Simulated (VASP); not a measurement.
# InAs (F-43m) in VASP: further runs

Runs on InAs. Level: PBE. Tasks: single point.

All numbers are computed with VASP 6.6.1; they aren't measurements. Logs are shortened: lines on timing, memory, paths and dates and some standing lists are left out, and cuts for length are marked.

**Measured values to compare with.**

A printed reference work, data compilation reports, for a bulk crystal of InAs at 4.2 K: band gap 0.418 eV (direct).

The runs below are set against these values where they give the same quantity.

### Step 1. Starting point

It takes space group F-43m (No. 216, cubic). The conventional cell has a = 6.048 Å, b = 6.048 Å, c = 6.048 Å, α = 90.00°, β = 90.00°, γ = 90.00°. Around In (site symmetry -43m) lie 4 As at 2.62 Å. Around As (site symmetry -43m) lie 4 In at 2.62 Å.

### Step 2. Single point, PBE

The input, INCAR:

```
ALGO     = Normal         # electronic algorithm
EDIFF    = 1E-6           # SCF threshold, eV
ENCUT    = 520            # plane-wave cutoff, eV
GGA      = PE             # functional
ISIF     = 2              # what is computed and relaxed
ISMEAR   = 0              # smearing method
LASPH    = True           # aspherical terms in the spheres
LCHARG   = False          # write CHGCAR
LREAL    = False          # projectors in reciprocal space
LWAVE    = False          # write WAVECAR
NBANDS   = 16             # bands
NELM     = 100            # most SCF steps
PREC     = Accurate       # precision mode
SIGMA    = 0.15           # smearing width, eV
```

The input, KPOINTS:

```
k-points
0
Gamma
  16 16 16
```

The input, POSCAR:

```
InAs
1.0
    0.0000000000      3.0240000000      3.0240000000
    3.0240000000      0.0000000000      3.0240000000
    3.0240000000      3.0240000000      0.0000000000
In As
1 1
Direct
    0.0000000000      0.0000000000      0.0000000000
    0.7500000000      0.7500000000      0.7500000000
```

Potentials or basis: VASP PAW PBE potentials, release 64 (In_d, As).

Run with:

```sh
> cat potpaw_PBE.64/In_d/POTCAR potpaw_PBE.64/As/POTCAR > POTCAR
> mpirun -np 1 vasp_std > vasp.out
```

OUTCAR:

```text
EDIFF = 1E-6
   ENCUT = 520
   GGA = PE
   ISIF = 2
   ISMEAR = 0
   LASPH = True
   LREAL = False
   NELM = 100
   PREC = Accurate

 ion  position               nearest neighbor table
   1  0.000  0.000  0.000-   2 2.62   2 2.62   2 2.62   2 2.62
   2  0.750  0.750  0.750-   1 2.62   1 2.62   1 2.62   1 2.62

  LATTYP: Found a face centered cubic cell.
 ALAT       =     6.0480000000

  Lattice vectors:

 A1 = (   0.0000000000,   3.0240000000,   3.0240000000)
 A2 = (   3.0240000000,   0.0000000000,   3.0240000000)
 A3 = (   3.0240000000,   3.0240000000,   0.0000000000)

Analysis of symmetry for initial positions (statically):
=====================================================================
 Subroutine PRICEL returns:
 Original cell was already a primitive cell.

 Routine SETGRP: Setting up the symmetry group for a
 face centered cubic supercell.

 Subroutine GETGRP returns: Found 24 space group operations
 (whereof 24 operations were pure point group operations)
 out of a pool of 48 trial point group operations.

The static configuration has the point symmetry T_d .

Analysis of symmetry for dynamics (positions and initial velocities):
=====================================================================
 Subroutine PRICEL returns:
 Original cell was already a primitive cell.

 Routine SETGRP: Setting up the symmetry group for a
 face centered cubic supercell.

 Subroutine GETGRP returns: Found 24 space group operations
 (whereof 24 operations were pure point group operations)
 out of a pool of 48 trial point group operations.

The dynamic configuration has the point symmetry T_d .

 Subroutine INISYM returns: Found 24 space group operations
 (whereof 24 operations are pure point group operations),
 and found     1 'primitive' translations

----------------------------------------------------------------------------------------

                                     Primitive cell

  volume of cell :      55.3064

  direct lattice vectors                    reciprocal lattice vectors
     0.000000000  3.024000000  3.024000000    -0.165343915  0.165343915  0.165343915
     3.024000000  0.000000000  3.024000000     0.165343915 -0.165343915  0.165343915
     3.024000000  3.024000000  0.000000000     0.165343915  0.165343915 -0.165343915

  length of vectors
     4.276581813  4.276581813  4.276581813     0.286384062  0.286384062  0.286384062

  position of ions in fractional coordinates (direct lattice)
     0.000000000  0.000000000  0.000000000
     0.750000000  0.750000000  0.750000000

[... 72 lines left out ...]
   LSORBIT =      F    spin-orbit coupling
   LASPH  =      T    aspherical Exc in radial PAW
   ENCUT  =  520.0 eV  38.22 Ry    6.18 a.u.   7.95  7.95  7.95*2*pi/ulx,y,z
   NELM   =    100;   NELMIN=  2; NELMDL= -5     # of ELM steps
   EDIFF  = 0.1E-05   stopping-criterion for ELM
   LREAL  =      F    real-space projection
   EDIFFG = 0.1E-04   stopping-criterion for IOM
   NSW    =      0    number of steps for IOM
   IBRION =     -1    ionic relax: 0-MD 1-quasi-New 2-CG
   NFREE  =      0    steps in history (QN), initial steepest desc. (CG)
   ISIF   =      2    stress and relaxation
   ISYM   =      2    0-nonsym 1-usesym 2-fastsym
   POTIM  = 0.5000    time-step for ionic-motion
   TEBEG  =    0.0;   TEEND  =   0.0 temperature during run
   PSTRESS=    0.0 pullay stress
   NELECT =      18.0000    total number of electrons
   NUPDOWN=      -1.0000    fix difference up-down
   EMIN   =  10.00;   EMAX   =-10.00  energy-range for DOS
   EFERMI =   0.00;   METHOD = LEGACY
   ISMEAR =     0;   SIGMA  =   0.15  broadening in eV -4-tet -1-fermi 0-gaus
   EFERMI_NEDOS =   21; number of points for ismear=-14 and -15
   IALGO  =     38    algorithm
   IMIX   =      4    mixing-type and parameters
     AMIX     =   0.40;   BMIX     =  1.00
     AMIX_MAG =   1.60;   BMIX_MAG =  1.00
  volume/ion in A,a.u.               =      27.65       186.61
  Fermi-wavevector in a.u.,A,eV,Ry     =   1.126092  2.128005 17.253320  1.268083
  Thomas-Fermi vector in A             =   2.262772
   LORBIT       =      0    0 simple, 1 ext, 2 COOP (PROOUT), +10 PAW based schemes
   GGA     = PE    functional components
   LHFCALC =     F    Hartree Fock is set to
   AEXX    =    0.0000 exact exchange contribution
   IVDW    =     0    specifies the selected vdW correction
   LEPSILON=     F    determine dielectric tensor
   LRPA    =     F    only Hartree local field effects (RPA)
 non-spin polarized calculation
 Gauss-broadening in eV      SIGMA  =   0.15
  energy-cutoff  :      520.00
  volume of cell :       55.31
 maximum number of plane-waves:      1524
   NGX = 15   NGY = 15   NGZ = 15

 number of electron      17.9999990 magnetization

 Free energy of the ion-electron system (eV)
  ---------------------------------------------------
  ext. energy  EPLUGINS =         0.00000000
  ---------------------------------------------------
  free energy    TOTEN  =        -7.67399912 eV

  energy without entropy =       -7.67387979  energy(sigma->0) =       -7.67393946

 E-fermi :   4.6549     XC(G=0):  -9.0915

 val. band max:        4.5015163198   @ k =   0.0000   0.0000   0.0000
 cond. band min:       5.1306704240   @ k =   0.0625   0.0000   0.0000
 fundamental gap:      0.6291541042
 Fermi energy:         4.6549201309

 k-point     1 :       0.0000    0.0000    0.0000
  band No.  band energies     occupation
      1      -9.8880      2.00000
      2      -9.8880      2.00000
      3      -9.8880      2.00000
      4      -9.7624      2.00000
      5      -9.7624      2.00000
      6      -7.3565      2.00000
[... 433 lines left out ...]
      3      -9.8824      2.00000
      4      -9.7635      2.00000
      5      -9.7616      2.00000
      6      -7.2481      2.00000
[... 8 lines left out ...]
     15      13.2034      0.00000
     16      13.6100      0.00000

 [... further k-points ...]
[... 5 lines left out ...]
  --------------------------------------------------------------------------------------
  -------------------------------------------------------------------------------------
  Total        1.3571280      1.3571280      1.3571280     -0.0000000      0.0000000     -0.0000000
  in kB       39.3147983     39.3147983     39.3147983     -0.0000000      0.0000000     -0.0000000
  external PRESSURE =      39.3147983 kB  Pullay stress =       0.0000000 kB

 VOLUME and BASIS-vectors are now :
 -----------------------------------------------------------------------------
  energy-cutoff  :      520.00
  volume of cell :       55.31
      direct lattice vectors                 reciprocal lattice vectors
     0.000000000  3.024000000  3.024000000    -0.165343915  0.165343915  0.165343915
     3.024000000  0.000000000  3.024000000     0.165343915 -0.165343915  0.165343915
     3.024000000  3.024000000  0.000000000     0.165343915  0.165343915 -0.165343915

 POSITION                                       TOTAL-FORCE (eV/Angst)
 -----------------------------------------------------------------------------------
      0.00000      0.00000      0.00000         0.000000      0.000000     -0.000000
      4.53600      4.53600      4.53600        -0.000000     -0.000000      0.000000
 -----------------------------------------------------------------------------------
    total drift:                                0.000000      0.000000      0.000000

  FREE ENERGIE OF THE ION-ELECTRON SYSTEM (eV)
  ---------------------------------------------------
  free  energy   TOTEN  =        -7.6739991235 eV

  energy  without entropy=       -7.6738797932  energy(sigma->0) =       -7.67393946
```

OSZICAR:

```text
N       E                     dE             d eps       ncg     rms          rms(c)
DAV:   1     0.115097844582E+03    0.11510E+03   -0.82945E+03  4656   0.121E+03
DAV:   2    -0.249919429941E+00   -0.11535E+03   -0.11052E+03  5120   0.299E+02
DAV:   3    -0.774899281999E+01   -0.74991E+01   -0.74644E+01  5968   0.752E+01
DAV:   4    -0.794060904832E+01   -0.19162E+00   -0.19157E+00  5880   0.132E+01
DAV:   5    -0.794962245200E+01   -0.90134E-02   -0.90132E-02  6976   0.243E+00    0.455E+00
DAV:   6    -0.769732224360E+01    0.25230E+00   -0.37384E-01  7336   0.103E+01    0.253E+00
DAV:   7    -0.767211499751E+01    0.25207E-01   -0.11629E-01  6368   0.303E+00    0.728E-01
DAV:   8    -0.767318873862E+01   -0.10737E-02   -0.13738E-02  5936   0.133E+00    0.199E-01
DAV:   9    -0.767377815048E+01   -0.58941E-03   -0.97499E-04  5840   0.264E-01    0.118E-01
DAV:  10    -0.767395102914E+01   -0.17288E-03   -0.20939E-04  6000   0.208E-01    0.635E-02
DAV:  11    -0.767399896732E+01   -0.47938E-04   -0.11292E-04  5600   0.124E-01    0.398E-02
DAV:  12    -0.767399912348E+01   -0.15616E-06   -0.66639E-06  5544   0.318E-02
   1 F= -.76739991E+01 E0= -.76739395E+01  d E =-.119330E-03
```

stdout:

```text
POSCAR found type information on POSCAR InAs
 POSCAR found :  2 types and       2 ions
 scaLAPACK will be used
 LDA part: xc-table for (Slater+PW92), standard interpolation
 POSCAR, INCAR and KPOINTS ok, starting setup
 FFT: planning ... GRIDC
 FFT: planning ... GRID_SOFT
 FFT: planning ... GRID
 WAVECAR not read
 entering main loop
```

Run time: 84 s. Hardware: 1 thread of AMD EPYC 7R13 (Zen 3), shared host; peak memory 0.25 GiB.

Results:

| Quantity | Value |
| --- | --- |
| Free energy | -7.6740 eV |
| Pressure | 3.9 GPa |
| Band gap on the k mesh | none (metal or under the smearing width) |

Levels at points of the mesh, in eV from the Fermi level:
```tsv
k point	band 7	band 8	band 9	band 10	band 11	band 12
(0.00, 0.00, 0.00)	-0.35	-0.15	-0.15	-0.15	3.76	3.76
(0.50, 0.00, 0.00)	-5.91	-1.14	-1.14	0.80	4.52	4.52
(0.50, 0.50, 0.00)	-5.99	-2.47	-2.47	1.40	1.91	9.03
```

Caveat: this crystal is a semiconductor, whose small gap the functional closes, so the metal is an error of the method.

### Step 3. Single point, PBE

The input, INCAR:

```
PREC = Accurate ; ENCUT = 520
EDIFF = 1E-7 ; ISMEAR = 0
SIGMA = 0.15 ; LREAL = F
LASPH = T ; NELM = 100
ALGO = Fast ; ISIF = 2
LWAVE = F ; LCHARG = F
GGA = PE ; NBANDS = 16
```

The input, KPOINTS:

```
Automatic mesh
0
Gamma
  14 14 14
```

POSCAR is that of step 2.

Potentials or basis: VASP PAW PBE potentials, release 64 (In_d, As).

Run with:

```sh
> cat potpaw_PBE.64/In_d/POTCAR potpaw_PBE.64/As/POTCAR > POTCAR
> mpirun -np 1 vasp_std > vasp.out
```

Run time: 88 s. Hardware: 1 thread of AMD EPYC 7R13 (Zen 3), shared host; peak memory 0.22 GiB.

The run converged. Its results:

```
Free energy            : -7.6739 eV
Pressure               : 4.0 GPa
Band gap on the k mesh : none (metal or under the smearing width)
```

Levels at points of the mesh, in eV from the Fermi level:
```csv
k point,band 6,band 7,band 8,band 9,band 10,band 11,band 12,band 13
"(0.00, 0.00, 0.00)",-12.00,-0.34,-0.14,-0.14,-0.14,3.77,3.77,3.77
"(0.50, 0.00, 0.00)",-10.53,-5.90,-1.13,-1.13,0.82,4.54,4.54,6.72
"(0.50, 0.50, 0.00)",-9.99,-5.97,-2.46,-2.46,1.41,1.92,9.04,9.13
```

Caveat: this crystal is a semiconductor, whose small gap the functional closes, so the metal is an error of the method.

### Step 4. Comparison with measurements

Step 2. Against the measured gap of InAs, 0.418 eV (direct; 4.2 K; a printed reference work, data compilation), the calculated 0.00 eV is off by -0.42 eV. Spin-orbit coupling on As, In is left out. The value is that of PBE on a finite k mesh, which can miss the band edges, without temperature or zero-point motion. Semilocal functionals fall short of measured gaps as a rule.

Step 3. A measured gap of InAs is 0.418 eV (direct; 4.2 K; a printed reference work, data compilation); the calculated 0.00 eV misses it by -0.42 eV. Spin-orbit coupling on As, In is left out. The value is that of PBE on a finite k mesh, which can miss the band edges, without temperature or zero-point motion. Semilocal functionals fall short of measured gaps as a rule.
